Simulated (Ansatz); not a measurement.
# Electron scattering at the Σ5 (310) boundary in fcc Al with Sn (substitutional)

How much does the Σ5 (310) boundary in fcc Al with Sn (substitutional) reflect electrons?

Method: Ansatz plane-wave DFT, PBE, PAW files; relaxation of a bicrystal slab with its lowest layers held; PAW set soft_1, in the first sound run; inputs show where later runs differ, in Ansatz 0.2.0.

## (1) The starting structure

The cell holds 30 atoms: 29 Al and 1 Sn. Cell: a = 6.400 Å, b = 4.048 Å, c = 30.201 Å, α = 90.0°, β = 90.0°, γ = 90.0°. It derives from Al. built on the (3 1 0) plane; 2 overlapping atoms removed and the grains opened by 0 Å. Vacuum lies along c.

## (2) Relaxing the bicrystal

The boundary is built by mirroring the lower grain in the boundary plane and removing any atoms that overlap; then the Sn is put in at the boundary. A thin bicrystal slab is relaxed first, with the lowest layers held and the upper grain free to shift and open.

Input file input.yaml:

```yaml
crystal:
  lattice:
    - [6.40040255, 0.0, 0.0]
    - [0.0, 4.04797, 0.0]
    - [0.0, 0.0, 30.20120765]
  atoms:
    - { symbol: Al, position: [0.9, 0.5, 0.1655562936] }
    - { symbol: Al, position: [0.6, 0.0, 0.186748832] }
    - { symbol: Al, position: [0.3, 0.5, 0.2079413705] }
    - { symbol: Al, position: [0.0, 0.0, 0.229133909] }
    - { symbol: Al, position: [0.7, 0.5, 0.2503264475] }
    - { symbol: Al, position: [0.4, 0.0, 0.2715189859] }
    - { symbol: Al, position: [0.1, 0.5, 0.2927115244] }
    - { symbol: Al, position: [0.8, 0.0, 0.3139040629] }
    - { symbol: Al, position: [0.5, 0.5, 0.3350966013] }
    - { symbol: Al, position: [0.2, 0.0, 0.3562891398] }
    - { symbol: Al, position: [0.9, 0.5, 0.3774816783] }
    - { symbol: Al, position: [0.6, 0.0, 0.3986742168] }
    - { symbol: Al, position: [0.3, 0.5, 0.4198667552] }
    - { symbol: Sn, position: [0.0, 0.0, 0.4410592937] }
    - { symbol: Al, position: [0.6, 0.0, 0.4834443706] }
    - { symbol: Al, position: [0.9, 0.5, 0.5046369091] }
    - { symbol: Al, position: [0.2, 0.0, 0.5258294476] }
    - { symbol: Al, position: [0.5, 0.5, 0.5470219861] }
    - { symbol: Al, position: [0.8, 0.0, 0.5682145245] }
    - { symbol: Al, position: [0.1, 0.5, 0.589407063] }
    - { symbol: Al, position: [0.4, 0.0, 0.6105996015] }
    - { symbol: Al, position: [0.7, 0.5, 0.6317921399] }
    - { symbol: Al, position: [0.0, 0.0, 0.6529846784] }
    - { symbol: Al, position: [0.3, 0.5, 0.6741772169] }
    - { symbol: Al, position: [0.6, 0.0, 0.6953697554] }
    - { symbol: Al, position: [0.9, 0.5, 0.7165622938] }
    - { symbol: Al, position: [0.2, 0.0, 0.7377548323] }
    - { symbol: Al, position: [0.5, 0.5, 0.7589473708] }
    - { symbol: Al, position: [0.8, 0.0, 0.7801399092] }
    - { symbol: Al, position: [0.1, 0.5, 0.8013324477] }
kpoints:
  mp_grid: { grid: [4, 6, 1] }
hamiltonian:
  xc: pbe
  pseudopotentials: { kind: paw, azcp: { folder: soft_1 } }
scf:
  occupations: { method: fermi_dirac, width: 0.1 }
relax:
  f_tol: 0.03
  max_steps: 80
  constraints: [{ sites: [0, 1, 2, 3, 4] }]
```

Command:

```bash
$ ansatz run input.yaml --threads 4 --pin off --max-ram 15360MiB --backend cpu --events-out ev --progress --plain --runs-dir out
```

Numbers of over 12 decimals in the logs are rounded to 6 here.

Output:

```text
Engine: ansatz 0.2.0, x86_64-unknown-linux-gnu
Pseudopotentials: kind: paw
Pseudopotential: Al, paw, valence charge 3, recommended cutoff 420 eV (normal), soft_1/Al.paw.azcp
Pseudopotential: Sn, paw, valence charge 14, recommended cutoff 420 eV (normal), soft_1/Sn.paw.azcp
Functional definition: PBE
  parameter kappa = 0.804
  parameter beta = 0.066725
  exchange = pbe_x(kappa = kappa, mu = beta*pi^2/3)
  correlation = pbe_c(beta = beta)
Crystal: 30 atoms, lattice volume = 782.472 Å³
Basis set: ecut = 420 eV, 15321 PW (Γ), exchange–correlation on 90×60×432 points (8 copies of the dense FFT grid, shifted against one another)
Bands: 81, of which v1, the nominal top of the filled ones, is band 51 counted from 1 (50 counted from 0)
Symmetry: 2 space group operations
Space group: Pm (ITA 6), of the structure as read, at distance tolerance 9.2e-5 Å
k-points: 12 of 24 (time reversal used)
Non-local potential: Al, projectors of the file, l = 0: 2, l = 1: 2, l = 2: 1
Non-local potential: Sn, projectors of the file, l = 0: 2, l = 1: 2, l = 2: 2, l = 3: 1
PAW form: soft (Blöchl's): semilocal exchange-correlation on the pseudo side does not see the compensation charge
PAW one-centre angular grid: Al, 110 points (default); XC on 64 Gauss nodes
PAW one-centre angular grid: Sn, 590 points (default); XC on 64 Gauss nodes
Initial density: superposition of atomic densities (neutral atoms: chi_scale 0, normalization atom)
Initial wavefunctions: pseudopotential atomic-orbital guess
Functional: x = pbe(κ = 0.804, μ = 0.219515), c = pbe(β = 0.066725)
SCF iter   1: F=—  HF=-21610.464160 eV  |F-HF|=—  |Δ(HF+E_count)|=         —  Δρ=2.09e-2  dr2=3.31e1  ethr=3.10e-3  ⟨swp⟩=8.8  Hψ=5623  notcnv=0  defer=18
preconditioner: auto → LDOS  [metal: Δε(μ)=0.034 eV  Ē_g=6.539 eV  σ=0.100 eV  W_gap=0.09  n_scr=94 (ndim 8)  ℏωp=12.7 eV  f_vac=0.243  D(μ)=12.71/eV (n_scr^D=56)  β→1.0]
SCF iter   2: F=—  HF=-21607.377562 eV  |F-HF|=—  |Δ(HF+E_count)|=    3.09e0  Δρ=7.82e-3  dr2=1.52e0  ethr=3.10e-3  ⟨swp⟩=5.3  Hψ=2494  notcnv=0  defer=50
SCF iter   3: F=—  HF=-21607.291275 eV  |F-HF|=—  |Δ(HF+E_count)|=   8.63e-2  Δρ=1.92e-3  dr2=1.37e-1  ethr=1.50e-3  ⟨swp⟩=3.9  Hψ=1831  notcnv=0  defer=49
SCF iter   4: F=—  HF=-21607.268324 eV  |F-HF|=—  |Δ(HF+E_count)|=   2.30e-2  Δρ=3.68e-4  dr2=3.42e-3  ethr=1.35e-4  ⟨swp⟩=2.3  Hψ=1634  notcnv=0  defer=49
SCF iter   5: F=—  HF=-21607.268421 eV  |F-HF|=—  |Δ(HF+E_count)|=   9.70e-5  Δρ=1.15e-4  dr2=2.98e-4  ethr=3.39e-6  ⟨swp⟩=2.2  Hψ=1583  notcnv=0  defer=49
SCF iter   6: F=-21607.268428 eV  HF=-21607.268434 eV  |F-HF|=6.00e-6  |Δ(HF+E_count)|=   1.39e-5  Δρ=2.60e-5  dr2=1.31e-5  ethr=2.23e-8  ⟨swp⟩=3.9  Hψ=4109  notcnv=0
SCF 1 converged in 6 iterations: F = -21607.268428 eV  dr2 = 1.31e-5
  greatest PAW one-centre occupation: 0.990 electrons in one spin orbital (limit 2), on the Sn atom at site 13 (counted from 0), in its partial waves of l = 2
relax step   1: F+E_penalty+E_count = -21607.26842841 eV  Δ(F+E_penalty+E_count) = +0.000e0 eV  max|allowed force component| = 8.543e-1 eV/Å  Δτ_max = 0.0000 Å  (6 SCF iters, dr2 threshold 2.25e-5 eV, accepted)
Initial density: handed on by an earlier stage of this run
Initial wavefunctions: those handed on with the density
iter 1 solved again at ethr=8.03e-4 eV; its pass at ethr=3.10e-3 eV (dr2=8.11e-1 eV) is discarded
SCF iter   1: F=—  HF=-21607.721056 eV  |F-HF|=—  |Δ(HF+E_count)|=         —  Δρ=3.15e-3  dr2=5.10e-1  ethr=8.03e-4  ⟨swp⟩=1.8  Hψ=4047  notcnv=0  defer=43
eigensolver tolerance schedule: the retry pair's looser diagonalisation over-reported the residual by 0.59 of it (diagonalisation noise at 0.26 of the residual, at the tolerance the schedule requests for it); recorded, not acted on — ethr = c·dr2/N_el stays at c = 1.0e-1
preconditioner: auto → LDOS  [metal: Δε(μ)=0.007 eV  Ē_g=6.422 eV  σ=0.100 eV  W_gap=0.02  n_scr=94 (ndim 8)  ℏωp=12.7 eV  f_vac=0.254  D(μ)=11.13/eV (n_scr^D=46)  β→1.0]
SCF iter   2: F=—  HF=-21607.659549 eV  |F-HF|=—  |Δ(HF+E_count)|=   6.15e-2  Δρ=1.45e-3  dr2=5.02e-2  ethr=5.05e-4  ⟨swp⟩=2.2  Hψ=1608  notcnv=0  defer=43
SCF iter   3: F=—  HF=-21607.651791 eV  |F-HF|=—  |Δ(HF+E_count)|=   7.76e-3  Δρ=3.69e-4  dr2=4.42e-3  ethr=4.97e-5  ⟨swp⟩=2.3  Hψ=1566  notcnv=0  defer=43
SCF iter   4: F=—  HF=-21607.650807 eV  |F-HF|=—  |Δ(HF+E_count)|=   9.84e-4  Δρ=7.01e-5  dr2=1.44e-4  ethr=4.37e-6  ⟨swp⟩=2.2  Hψ=1594  notcnv=0  defer=44
SCF iter   5: F=-21607.650788 eV  HF=-21607.650790 eV  |F-HF|=2.41e-6  |Δ(HF+E_count)|=   1.70e-5  Δρ=2.04e-5  dr2=5.70e-6  ethr=4.52e-8  ⟨swp⟩=3.4  Hψ=3916  notcnv=0
SCF 2 converged in 5 iterations: F = -21607.650788 eV  dr2 = 5.70e-6
  greatest PAW one-centre occupation: 0.991 electrons in one spin orbital (limit 2), on the Sn atom at site 13 (counted from 0), in its partial waves of l = 2
relax step   2: F+E_penalty+E_count = -21607.65078753 eV  Δ(F+E_penalty+E_count) = -3.824e-1 eV  max|allowed force component| = 2.799e-1 eV/Å  Δτ_max = 0.1948 Å  (5 SCF iters, dr2 threshold 4.56e-5 eV, accepted)
iter 1 solved again at ethr=6.23e-4 eV; its pass at ethr=3.10e-3 eV (dr2=6.29e-1 eV) is discarded
SCF iter   1: F=—  HF=-21607.805044 eV  |F-HF|=—  |Δ(HF+E_count)|=         —  Δρ=3.46e-3  dr2=6.11e-1  ethr=6.23e-4  ⟨swp⟩=1.2  Hψ=4077  notcnv=0  defer=45
preconditioner: auto → LDOS  [metal: Δε(μ)=0.014 eV  Ē_g=6.393 eV  σ=0.100 eV  W_gap=0.03  n_scr=94 (ndim 8)  ℏωp=12.7 eV  f_vac=0.251  D(μ)=11.13/eV (n_scr^D=46)  β→1.0]
SCF iter   2: F=—  HF=-21607.770295 eV  |F-HF|=—  |Δ(HF+E_count)|=   3.47e-2  Δρ=6.41e-4  dr2=8.46e-3  ethr=6.05e-4  ⟨swp⟩=1.5  Hψ=932  notcnv=0  defer=46
SCF iter   3: F=—  HF=-21607.767672 eV  |F-HF|=—  |Δ(HF+E_count)|=   2.62e-3  Δρ=2.38e-4  dr2=1.23e-3  ethr=8.38e-6  ⟨swp⟩=2.0  Hψ=1569  notcnv=0  defer=45
SCF iter   4: F=—  HF=-21607.767449 eV  |F-HF|=—  |Δ(HF+E_count)|=   2.23e-4  Δρ=4.16e-5  dr2=3.67e-5  ethr=1.22e-6  ⟨swp⟩=2.2  Hψ=1294  notcnv=0  defer=46
SCF iter   5: F=-21607.767454 eV  HF=-21607.767455 eV  |F-HF|=1.12e-6  |Δ(HF+E_count)|=   6.42e-6  Δρ=1.66e-5  dr2=3.40e-6  ethr=4.85e-9  ⟨swp⟩=5.9  Hψ=3726  notcnv=0
SCF 3 converged in 5 iterations: F = -21607.767454 eV  dr2 = 3.40e-6
relax step   3: F+E_penalty+E_count = -21607.76745400 eV  Δ(F+E_penalty+E_count) = -1.167e-1 eV  max|allowed force component| = 1.206e-1 eV/Å  Δτ_max = 0.1775 Å  (5 SCF iters, dr2 threshold 4.90e-6 eV, accepted)
[...]
relax step   4: F+E_penalty+E_count = -21607.79840263 eV  Δ(F+E_penalty+E_count) = -3.095e-2 eV  max|allowed force component| = 4.272e-2 eV/Å  Δτ_max = 0.1420 Å  (5 SCF iters, dr2 threshold 1.56e-6 eV, accepted)
[...]
relax step   5: F+E_penalty+E_count = -21607.80502341 eV  Δ(F+E_penalty+E_count) = -6.621e-3 eV  max|allowed force component| = 3.977e-2 eV/Å  Δτ_max = 0.0743 Å  (6 SCF iters, accepted)
[...]
relax step   6: F+E_penalty+E_count = -21607.81628763 eV  Δ(F+E_penalty+E_count) = -1.126e-2 eV  max|allowed force component| = 3.088e-2 eV/Å  Δτ_max = 0.1961 Å  (7 SCF iters, accepted)
SCF iter   1: F=—  HF=-21607.839884 eV  |F-HF|=—  |Δ(HF+E_count)|=         —  Δρ=3.24e-3  dr2=9.72e-2  ethr=9.20e-4  ⟨swp⟩=4.2  Hψ=3221  notcnv=0  defer=44
preconditioner: auto → LDOS  [metal: Δε(μ)=0.034 eV  Ē_g=6.377 eV  σ=0.100 eV  W_gap=0.08  n_scr=94 (ndim 8)  ℏωp=12.7 eV  f_vac=0.250  D(μ)=11.56/eV (n_scr^D=50)  β→1.0]
SCF iter   2: F=—  HF=-21607.819641 eV  |F-HF|=—  |Δ(HF+E_count)|=   2.02e-2  Δρ=4.51e-4  dr2=3.95e-3  ethr=9.62e-5  ⟨swp⟩=2.0  Hψ=1482  notcnv=0  defer=44
SCF iter   3: F=—  HF=-21607.819658 eV  |F-HF|=—  |Δ(HF+E_count)|=   1.73e-5  Δρ=9.38e-5  dr2=1.70e-4  ethr=3.91e-6  ⟨swp⟩=2.2  Hψ=1492  notcnv=0  defer=44
SCF iter   4: F=—  HF=-21607.819661 eV  |F-HF|=—  |Δ(HF+E_count)|=   3.00e-6  Δρ=3.54e-5  dr2=2.29e-5  ethr=1.69e-7  ⟨swp⟩=2.2  Hψ=1570  notcnv=0  defer=44
SCF iter   5: F=—  HF=-21607.819549 eV  |F-HF|=—  |Δ(HF+E_count)|=   1.11e-4  Δρ=7.84e-6  dr2=1.19e-6  ethr=2.27e-8  ⟨swp⟩=2.0  Hψ=1569  notcnv=0  defer=44
SCF iter   6: F=—  HF=-21607.819549 eV  |F-HF|=—  |Δ(HF+E_count)|=   3.90e-8  Δρ=2.87e-6  dr2=1.00e-7  ethr=9.90e-11  ⟨swp⟩=5.9  Hψ=3556  notcnv=0
SCF iter   7: F=-21607.819549 eV  HF=-21607.819549 eV  |F-HF|=3.97e-10  |Δ(HF+E_count)|=   6.08e-9  Δρ=4.65e-7  dr2=3.36e-9  ethr=9.90e-11  ⟨swp⟩=4.6  Hψ=2915  notcnv=0
SCF 7 converged in 7 iterations: F = -21607.819549 eV  dr2 = 3.36e-9
relax step   7: F+E_penalty+E_count = -21607.81954941 eV  Δ(F+E_penalty+E_count) = -3.262e-3 eV  max|allowed force component| = 1.996e-2 eV/Å  Δτ_max = 0.1381 Å  (7 SCF iters, accepted)
SCF converged after 7 iterations
Free energy (F): -21607.819549 eV
Harris-Foulkes:  -21607.819549 eV  (|F-HF|=3.97e-10)
Internal energy: -21607.434041 eV  (E = F + TS)
E sigma→0 (E₀):  -21607.626795 eV
Entropy (-TS):   -0.385509 eV (-12.850 meV/atom)
Fermi energy:    3.813326 eV
--- Per-component energies (eV) ---
  E_band       = -213.838815
  E_kinetic    = 795.873786
  E_local      = -24519.693777  (includes V_loc(G=0)·N_el)
  E_nonlocal   = 437.464988
  E_hartree    = 12202.236101
  E_xc         = -1204.709946
  E_vxc        = -907.250190  (∫ρ·V_xc dr)
  E_paw        = -17981.590785  (= ΣΔE_a)
  E_vpaw       = -424.708525  (= ΣTr[D̂ρ^β])
  E_aug_tail   = 0.000238  (compensation charges beyond the density's cutoff)
  E_ewald      = 8662.985354
  E_smearing   = -0.385509  (= −TS)
  E_closure    = -0.000000  (closes the sum)
  Σ components = -21607.819549   (vs F -21607.819549, Δ=0.00e0)
--- Forces (eV/Å), atoms counted from 1 ---
  atom   1  Al    -0.12582766     0.00000000     0.36202723
  atom   2  Al     0.08471628     0.00000000    -0.11966489
  atom   3  Al    -0.03606311     0.00000000    -0.24351387
  atom   4  Al     0.02656274     0.00000000    -0.05296003
  atom   5  Al     0.06529039     0.00000000     0.06849396
  atom   6  Al     0.00027809     0.00000000    -0.00096106
  atom   7  Al    -0.00023972     0.00000000    -0.00397360
  atom   8  Al     0.00001696     0.00000000    -0.00128587
  atom   9  Al     0.00312157     0.00000000     0.00335048
  atom  10  Al    -0.00348027     0.00000000    -0.00610423
  atom  11  Al    -0.00065676     0.00000000    -0.00404673
  atom  12  Al    -0.01995839     0.00000000     0.01134493
  atom  13  Al     0.01477727     0.00000000     0.00960518
  atom  14  Sn    -0.01117094     0.00000000     0.00697630
  atom  15  Al    -0.00795941     0.00000000    -0.00894200
  atom  16  Al     0.00806725     0.00000000     0.00345500
  atom  17  Al     0.00529213     0.00000000    -0.00672120
  atom  18  Al     0.00306659     0.00000000    -0.00574039
  atom  19  Al     0.00001650     0.00000000    -0.00095871
  atom  20  Al     0.00103689     0.00000000    -0.00869321
  atom  21  Al     0.00134069     0.00000000    -0.00874190
  atom  22  Al     0.00085870     0.00000000    -0.00592423
  atom  23  Al     0.00054223     0.00000000    -0.00754919
  atom  24  Al     0.00092937     0.00000000     0.00015373
  atom  25  Al    -0.00223633     0.00000000     0.00440649
  atom  26  Al    -0.00067955     0.00000000     0.00324301
  atom  27  Al     0.00037838     0.00000000     0.00614056
  atom  28  Al    -0.00188212     0.00000000     0.00392345
  atom  29  Al     0.00255631     0.00000000     0.00621275
  atom  30  Al    -0.00869017     0.00000000    -0.00354737
  max |Σ_I F_I| component: 4.62e-6 eV/Å
--- Relaxed structure (7 steps of the walk, 7 accepted, 0 SCFs on fresh bases) ---
  F+E_penalty+E_count = -21607.81954941 eV   max|allowed force component| = 1.996e-2 eV/Å
  atoms:
    - { symbol: Al, position: [0.9, 0.5, 0.165556] }
    - { symbol: Al, position: [0.6, 0.0, 0.186748832] }
    - { symbol: Al, position: [0.3, 0.5, 0.207941] }
    - { symbol: Al, position: [0.0, 0.0, 0.229134] }
    - { symbol: Al, position: [0.7, 0.5, 0.250326] }
    - { symbol: Al, position: [0.403909, 0.0, 0.271428] }
    - { symbol: Al, position: [0.108504, 0.5, 0.292521] }
    - { symbol: Al, position: [0.812104, 0.0, 0.313719] }
    - { symbol: Al, position: [0.510913, 0.5, 0.336319] }
    - { symbol: Al, position: [0.215788, 0.0, 0.356478] }
    - { symbol: Al, position: [0.915408, 0.5, 0.377281] }
    - { symbol: Al, position: [0.606320, 0.0, 0.397837] }
    - { symbol: Al, position: [0.331458, 0.5, 0.425126] }
    - { symbol: Sn, position: [-0.013006, 0.0, 0.448621] }
    - { symbol: Al, position: [0.488672, 0.0, 0.486781] }
    - { symbol: Al, position: [0.801009, 0.5, 0.510223] }
    - { symbol: Al, position: [0.118328, 0.0, 0.536473] }
    - { symbol: Al, position: [0.409295, 0.5, 0.550325] }
    - { symbol: Al, position: [0.709290, 0.0, 0.573359] }
    - { symbol: Al, position: [0.012160, 0.5, 0.595322] }
    - { symbol: Al, position: [0.318714, 0.0, 0.617990] }
    - { symbol: Al, position: [0.613607, 0.5, 0.637295] }
    - { symbol: Al, position: [-0.085645, 0.0, 0.658960] }
    - { symbol: Al, position: [0.213665, 0.5, 0.681183] }
    - { symbol: Al, position: [0.510336, 0.0, 0.703366] }
    - { symbol: Al, position: [0.807523, 0.5, 0.721336] }
    - { symbol: Al, position: [0.112434, 0.0, 0.743959] }
    - { symbol: Al, position: [0.408653, 0.5, 0.768838] }
    - { symbol: Al, position: [0.712470, 0.0, 0.786842] }
    - { symbol: Al, position: [0.0022038, 0.5, 0.802793] }
```

Wall time 83 s (4 threads of Intel Xeon Platinum 8375C at 2.90GHz (Ice Lake), shared host); peak memory 1.8 GiB.

The steps of the relaxation:

```csv
step,energy less that of the first step (eV),largest force component (eV/Å)
1,0.0000,0.8543
2,-0.3824,0.2799
3,-0.4990,0.1206
4,-0.5300,0.0427
5,-0.5366,0.0398
6,-0.5479,0.0309
7,-0.5511,0.0200
```

Forces are held to the 2 operations that the run works with; a distortion that breaks them can't arise in this run.

The atoms that moved most (Å):

```csv
atom,dx,dy,dz,length
Al15,-0.713,0.000,0.101,0.720
Al28,-0.585,0.000,0.299,0.657
Al16,-0.634,0.000,0.169,0.656
Al30,-0.626,0.000,0.044,0.627
Al25,-0.574,0.000,0.241,0.623
Al17,-0.523,0.000,0.321,0.614
Al26,-0.592,0.000,0.144,0.609
Al19,-0.581,0.000,0.155,0.601
```

This step gave:

| Quantity | Value |
| --- | --- |
| free energy | -21607.8195 eV |
| energy at zero smearing | -21607.6268 eV |
| Fermi energy | 3.813 eV |

The largest force component on a free atom ends at 0.020 eV/Å, under the tolerance of 0.03, after 7 steps.

[end of part 1 of 2]

[Logs are printed without paths, hosts, clocks, repeated set-up lines and the standing remarks that a program may print on its own settings, such as how far it seeks lower states.]

[Hosts, paths, dates, database ids (printed as entryN), source tags and the programs' standing remarks are cut or masked in the printed files.]
